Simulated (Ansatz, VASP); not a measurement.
One calculation of Hg, two programs

The input INCAR:

```
ALGO = Fast
EDIFF = 1E-6
ENCUT = 520
GGA = PE
ISIF = 2
ISMEAR = -1
LASPH = T
LCHARG = F
LREAL = F
LWAVE = F
NBANDS = 12
NELM = 100
PREC = Accurate
SIGMA = 0.05
```

The input KPOINTS:

```
k-points
0
Gamma
  12 12 12
```

POSCAR

```
Hg
1.0
    3.0335295614      0.0000000000      0.0000000000
    0.0000000000      3.0335295614      0.0000000000
    0.0000000000      0.0000000000      3.2173494972
Hg
1
Direct
    0.0000000000      0.0000000000      0.0000000000
```

Input for Ansatz:

```yaml
crystal:
  lattice:
    - [3.0335295614, 0.0, 0.0]
    - [0.0, 3.0335295614, 0.0]
    - [0.0, 0.0, 3.2173494972]
  atoms:
    - { symbol: Hg, position: [0.0, 0.0, 0.0] }
kpoints:
  mp_grid: { grid: [12, 12, 12] }
scf:
  occupations: { method: fermi_dirac, width: 0.05 }
hamiltonian:
  xc: pbe
  pseudopotentials: { kind: all_electron, lapw: { basis_error: 0.00025 } }
output:
  forces: true
  stress: true
  eigenvalues: true
```

Change from the starting cell: z stretched by +4 % at fixed volume.

Alike in both runs: task single point; functional PBE; k mesh 12 × 12 × 12; occupations fermi-dirac, width 0.05 eV; no spin polarisation.

```csv
,VASP,Ansatz
version,VASP 6.6.1,Ansatz 0.2.0
potentials or method,"VASP PAW PBE potentials, release 64 (Hg)","all-electron LAPW, scalar-relativistic"
plane-wave cutoff (eV),520,see its input
```

Ansatz gave:

```
pressure (GPa)                                  : 0.3
largest component of the traceless stress (GPa) : 0.75
```

Question: What did VASP give for the same quantities?

Answer: Pressure (GPa): 0.5; largest component of the traceless stress (GPa): 0.85.

Ansatz ran all-electron here, so the differences hold the error of VASP's frozen core and of both bases.

The runs have no spin-orbit coupling, so splittings on Hg are missing.
